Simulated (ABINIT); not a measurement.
Ge:

```xyz
2
Lattice="-2.5745 2.5745 1.3974 2.5745 -2.5745 1.3974 2.5745 2.5745 -1.3974" Properties=species:S:1:pos:R:3 pbc="T T T"
Ge    0.0000    0.0000    1.3974
Ge    2.5745    0.0000    0.6987
```

This isn't the form of Ge at room conditions, which is diamond.

Base run:

| Property | Result |
| --- | --- |
| Program | ABINIT 10.8.3 (patched build) |
| Functional | rPW86PBE |
| Potentials or basis | JTH PAW PBE v2.0 |
| Cutoff | 599 eV |
| k mesh | 11 × 11 × 11 |
| Occupations | fermi-dirac, width 0.05 eV |
| Spin | no spin polarisation |

Its results: band gap on the k mesh none (metal or under the smearing width); pressure 8.6 GPa.

Task: After a change of settings the same cell gave: band gap on the k mesh none (metal or under the smearing width); pressure -1.7 GPa. Which change was it?
A. functional from rPW86PBE to PBE; k mesh from 11 × 11 × 11 to 9 × 9 × 9
B. functional from rPW86PBE to AM05
C. functional from rPW86PBE to PW91

Result: B.

Caveats: the PAW data sets were made with another functional, which shifts forces and pressure a little.
